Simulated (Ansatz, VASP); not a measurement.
# One calculation of Sn, two programs

```
CELL_PARAMETERS angstrom
-1.91958 1.91958 1.91958
1.91958 -1.91958 1.91958
1.91958 1.91958 -1.91958
ATOMIC_POSITIONS crystal
Sn 0.00000 0.00000 0.00000
```

This isn't the form of Sn at room conditions, which is tetragonal (white tin).

Alike in both runs: task single point; functional PBEsol; k mesh 11 × 11 × 11; occupations methfessel-paxton of order 1, width 0.1 eV; no spin polarisation.

|  | VASP | Ansatz |
| --- | --- | --- |
| version | VASP 6.6.1 | Ansatz 0.2.0 |
| potentials or method | VASP PAW PBE potentials, release 64 (Sn_d) | plane waves, PAW |
| plane-wave cutoff (eV) | 520 | 500 |
| valence electrons in the cell | 14 | 14 |

VASP gave:

```
pressure (GPa) : -3.4
```

Question: Which values does Ansatz return?

Answer: Pressure (GPa): -3.3.

The functional is the same, so the differences come from potentials, cutoffs and numerics.

Caveats: the PAW data sets were made with another functional, which shifts forces and pressure a little (VASP).
